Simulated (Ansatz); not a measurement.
# PbF2 (fluorite): equation of state and elastic constants

How stiff is PbF2 (fluorite)? Energies and pressures are computed at volumes on both sides of the relaxed cell and fitted, then the elastic tensor.

Method: DFT PBE, scalar-relativistic, plane waves, PAW, in Ansatz 0.2.0.

2 further runs of the same task are left out: 1 that didn't finish, 1 set aside as unsound or not needed.

### Step 1. Starting point

Symmetry: Fm-3m, No. 225, cubic system. Conventional cell: a = 6.001 Å, b = 6.001 Å, c = 6.001 Å, α = 90.00°, β = 90.00°, γ = 90.00°. Around Pb (site symmetry m-3m) lie 8 F at 2.60 Å. F (site symmetry -43m) is surrounded by 4 Pb at 2.60 Å.

Structure file:

```cif
data_structure
_symmetry_space_group_name_H-M 'Fm-3m'
_symmetry_Int_Tables_number 225
_cell_length_a 6.0007
_cell_length_b 6.0007
_cell_length_c 6.0007
_cell_angle_alpha 90.000
_cell_angle_beta 90.000
_cell_angle_gamma 90.000
_cell_volume 216.08
loop_
_atom_site_label
_atom_site_type_symbol
_atom_site_symmetry_multiplicity
_atom_site_Wyckoff_symbol
_atom_site_fract_x
_atom_site_fract_y
_atom_site_fract_z
_atom_site_occupancy
Pb1 Pb 4 a 0.00000 0.00000 0.00000 1
F1 F 8 c 0.25000 0.75000 0.75000 1
```

An earlier run at PBE left this cell at 18.007 Å³/atom and 0.00 GPa (10×10×10 mesh).

Volume factors to run: 0.980, 1.020, 0.960, 1.040, 1.070, 1.100, 0.945.

### Step 2. Volume × 0.980

File input.yaml:

```yaml
crystal:
  lattice:
    - [0.0, 2.9802272175, 2.9802272175]
    - [2.9802272175, 0.0, 2.9802272175]
    - [2.9802272175, 2.9802272175, 0.0]
  atoms:
    - { symbol: Pb, position: [0.0, 0.0, 0.0] }
    - { symbol: F, position: [0.25, 0.25, 0.25] }
    - { symbol: F, position: [0.75, 0.75, 0.75] }
basis:
  ecutwfc: 420
  ecutrho_ratio: 4
kpoints:
  mp_grid: { grid: [10, 10, 10] }
hamiltonian:
  xc: pbe
scf:
  occupations: { method: gaussian, width: 0.05 }
output:
  forces: true
  stress: true
  eigenvalues: true
```

Run with:

```bash
> ansatz run input.yaml --threads 2 --pin off --max-ram 2662MiB --backend cpu --events-out ev --progress --plain --runs-dir out
```

After this run come: At 1.020 of the relaxed volume; At 0.960 of the relaxed volume; Volume × 1.040; Scaling the volume by 1.070; Scaling the volume by 1.100; At 0.945 of the relaxed volume; The elastic tensor from strained cells.

**Question.** What will these runs give? Wanted: V0; B0; B0′; scatter of the fit; C11, C12, C44; K, G, E; Poisson's ratio.

**Answer**, as computed:

```
          quantity            value
                V0   18.007 Å³/atom
                B0           67 GPa
               B0′              4.8
scatter of the fit   0.016 meV/atom
     C11, C12, C44  102, 49, 20 GPa
    K, G, E (Hill)   67, 23, 61 GPa
   Poisson's ratio             0.35
```

A third-order Birch–Murnaghan fit puts the minimum at 18.01 Å³/atom with a bulk modulus of 67 GPa. One per cent of compression takes about 0.67 GPa. The gap on the mesh shrinks from 4.43 to 4.34 eV as the cell expands over this range. All eigenvalues of the tensor are positive, so the cell is mechanically stable. K/G = 2.94 lies over Pugh's 1.75, an empirical mark of ductile behaviour drawn from metals, and the universal anisotropy index of 0.10 is close to the isotropic zero. The bulk moduli from the tensor and from the fit agree within 1 %. These are values at 0 K without zero-point motion. Spin–orbit coupling is left out, though the cell holds Pb; in elements this heavy it can shift levels and gaps by tenths of an eV. No dispersion term is included, so distances between weakly bound layers or units are the least certain numbers.
